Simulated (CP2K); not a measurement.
The system is MoS2.

```
Mo S
1.0
     6.38318    0.00000    0.00000
     5.59554    3.07162    0.00000
     5.59554    1.43483    2.71591
Mo S
1 2
Direct
  0.00000 0.00000 0.00000
  0.25000 0.25000 0.25000
  0.75000 0.75000 0.75000
```

Measurements of this composition are mostly on another form, of space group No. 194.

Program: CP2K 2026.2. Alike in all runs: task band structure; no spin polarisation; cell as given; k mesh 10 × 10 × 10.

Q: Order these runs on this cell by their pressure, lowest first.
A. level LDA; potentials or basis GTH_POTENTIALS Mo GTH-PADE-q14, S GTH-PADE-q6; TZVP-MOLOPT-PBE-GTH basis; smearing fermi-dirac 0.1 eV; NGRIDS 5; points a segment of the path (NPOINTS) 10; bands added on the path 6; CUTOFF of the grids 450 Ry
B. level TASK; potentials or basis POTENTIAL_UZH Mo GTH-SCAN-q14, S GTH-SCAN-q6; TZVP-MOLOPT-SCAN-GTH basis; smearing fermi-dirac 0.05 eV; NGRIDS 5; points a segment of the path (NPOINTS) 10; bands added on the path 2; CUTOFF of the grids 675 Ry
C. level r2SCAN; potentials or basis POTENTIAL_UZH Mo GTH-SCAN-q14, S GTH-SCAN-q6; TZVP-MOLOPT-SCAN-GTH basis; smearing fermi-dirac 0.01 eV; NGRIDS 4; points a segment of the path (NPOINTS) 8; bands added on the path 2; CUTOFF of the grids 675 Ry

A: A (1.4 GPa), C (8.4 GPa), B (13.7 GPa).

Caveats: the basis of atomic orbitals isn't converged, which shifts pressures, moduli and gaps; the potentials were made for another functional, which shifts forces and pressure (some runs).

Not every run made on this cell is shown here.
